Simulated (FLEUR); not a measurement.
Ag: equation of state with PBE

Ag:

```xyz
1
Lattice="0.0000 2.0427 2.0427 2.0427 0.0000 2.0427 2.0427 2.0427 0.0000" Properties=species:S:1:pos:R:3 pbc="T T T"
Ag    0.0000    0.0000    0.0000
```

- Program: FLEUR MaX-R8.1 (later development tree)
- Task: equation of state
- Functional: PBE
- Potentials or basis: all-electron
- Basis: FLAPW
- Kmax: 4 1/bohr
- k mesh: 11 × 11 × 11
- Occupations: fermi-dirac, width 0.05 eV
- Spin: no spin polarisation
- inpgen profile: fast
- Gmax: 20 1/bohr
- Muffin-tin radii: Ag 2.48 bohr
- lmax: Ag 7
- Local orbitals a species: Ag 5

| Item | Value |
| --- | --- |
| Equilibrium volume | 17.81 Å³/atom |
| Bulk modulus | 92 GPa |
| Pressure derivative of the bulk modulus | 5.8 (rough: it moves with the points fitted) |

Energy against volume, from the lowest point:
| volume (Å³/atom) | energy (meV/atom) |
| --- | --- |
| 16.025 | 65.02 |
| 16.366 | 40.51 |
| 17.048 | 10.25 |
| 17.730 | 0.00 |
| 18.071 | 1.00 |

Caveat: small basis for a fit. Zero-point motion and thermal expansion aren't in these numbers.
